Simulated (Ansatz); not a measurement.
Ti3Al:

```
Ti Al
1.0
     2.92754    0.00000    0.00000
    -1.46377    2.53533    0.00000
     0.00000    0.00000    9.22636
Ti Al
3 1
Direct
  0.33333 0.66667 0.24941
  0.33333 0.66667 0.75059
  0.66667 0.33333 0.00000
  0.66667 0.33333 0.50000
```

The cell comes from a database or a generator and needn't be the stable form of this composition.

Program: Ansatz 0.2.0. Alike in all runs: task projected density of states; potentials or basis Ansatz PAW; no spin polarisation; cell as given; k mesh 6 × 6 × 2; smearing fermi-dirac 0.05 eV; the mesh is coarse, so values aren't converged.

Question: Order these runs on this cell by their pressure, lowest first.
A. level r2SCAN; cutoff (eV) 500
B. level PBEsol; cutoff (eV) 420
C. level LDA; cutoff (eV) 420

Answer: C (-7.0 GPa), B (-3.3 GPa), A (-0.7 GPa).

Caveats: all runs use coarse meshes; the PAW data sets come from PBE, with cores solved anew for the run's functional, which leaves a small shift of forces and pressure.
